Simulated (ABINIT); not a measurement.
A run of ABINIT 10.8.3 (patched build):

run.abi

```
# Datasets: one volume each
ndtset 7
getwfk -1
scalecart1 3*0.9795861087
scalecart2 3*0.9864848297
scalecart3 3*0.9932883884
scalecart4 3*1.0000000000
scalecart5 3*1.0066227096
scalecart6 3*1.0131594038
scalecart7 3*1.0196128224

# Pseudopotentials
pp_dirpath "./"
pseudos "Al.upf"

# Structure
acell 2.8635066922 2.8635066922 2.8635066922 Angstrom
rprim
     0.0000000000     0.7071067812     0.7071067812
     0.7071067812     0.0000000000     0.7071067812
     0.7071067812     0.7071067812     0.0000000000
ntypat 1
znucl 13
natom 1
typat 1
xred
     0.0000000000     0.0000000000     0.0000000000

# Plane-wave basis
ecut 22.0

# k points
kptopt 1
ngkpt 11 11 11
nshiftk 1
shiftk 0.0 0.0 0.0

# Exchange and correlation
ixc 7

# Bands and occupations
nband 6
occopt 3
tsmear 0.00183747

# SCF cycle
nstep 100
tolvrs 1.0e-10

# Output
iomode 3
prtwf 1
prtden 0
prteig 0
prtebands 0
```

Potentials or basis: PseudoDojo NC SR LDA v0.4.1 standard.

Launch:

```sh
$ abinit run.abi > log 2>&1
```

Hardware: 1 thread of Arm Neoverse V2, with other jobs on the host.

Q: How long does it take, and how much memory?

A: It took 17 s on 1 thread of Arm Neoverse V2, on a shared host, peak memory 0.13 GiB. Counts: scf iterations 36, k points 56, bands 6, plane waves 534.
